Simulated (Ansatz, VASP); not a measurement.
## GaP in VASP and in Ansatz

```
CELL_PARAMETERS angstrom
0.00000 2.68334 2.60158
2.68334 0.00000 2.60158
2.68334 2.68334 0.00000
ATOMIC_POSITIONS crystal
Ga 0.00000 0.00000 0.00000
P 0.75000 0.75000 0.75000
```

Alike in both runs: task single point; functional PBEsol; k mesh 8 × 8 × 8; occupations gaussian, width 0.02 eV; no spin polarisation.

|  | VASP | Ansatz |
| --- | --- | --- |
| version | VASP 6.6.1 | Ansatz 0.2.0 |
| potentials or method | VASP PAW PBE potentials, release 64 (Ga_d, P) | scalar-relativistic, plane waves, PAW |
| plane-wave cutoff (eV) | 520 | 420 |
| valence electrons in the cell | 18 | 18 |

Ansatz gave:

| Quantity | Value |
| --- | --- |
| gap on the k mesh at the Fermi level (eV) | 1.07 |
| least direct gap on the mesh (eV) | 2.26 |
| pressure (GPa) | 7.0 |
| largest component of the traceless stress (GPa) | 1.43 |

Q: Which values does VASP return?

A: gap on the k mesh at the Fermi level (eV): 1.08; least direct gap on the mesh (eV): 2.27; pressure (GPa): 7.1; largest component of the traceless stress (GPa): 1.44.

Caveats: the PAW data sets were made with another functional, which shifts forces and pressure a little (VASP). A k mesh can miss the band edges.
